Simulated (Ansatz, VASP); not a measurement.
## Ru: VASP beside Ansatz

```xyz
2
Lattice="2.6179 0.0000 0.0000 -1.3089 2.2671 0.0000 0.0000 0.0000 4.2524" Properties=species:S:1:pos:R:3 pbc="T T T"
Ru    0.0000    1.5114    1.0631
Ru    1.3089    0.7557    3.1893
```

Change from the starting cell: mode 5 frozen in at +0.000 Å, equal normal strain along x and y -0.0267.

Alike in both runs: task single point; functional PBEsol; k mesh 18 × 18 × 10; occupations gaussian, width 0.15 eV; no spin polarisation.

|  | VASP | Ansatz |
| --- | --- | --- |
| version | VASP 6.6.1 | Ansatz 0.2.0 |
| potentials or method | VASP PAW PBE potentials, release 64 (Ru_pv) | scalar-relativistic, plane waves, PAW |
| plane-wave cutoff (eV) | 520 | 420 |
| valence electrons in the cell | 28 | 32 |

```csv
,VASP,Ansatz,Ansatz less VASP
gap on the k mesh at the Fermi level (eV),none,none,-
pressure (GPa),21.3,21.3,+0.01
largest component of the traceless stress (GPa),9.82,9.82,+0.006
```

A gap of «none» marks a metal or a gap that the smearing closes. With one functional, cell and mesh, what is left measures potentials, basis and numerics. The two sets of potentials don't hold the same shells in valence. Ansatz warned: «pseudo_functional_mismatch».

Caveats: so large a pressure means that the cell lies far from this level's equilibrium, or that cutoff or potentials fall short (VASP); the potentials were made for another functional, which shifts forces and pressure (VASP).
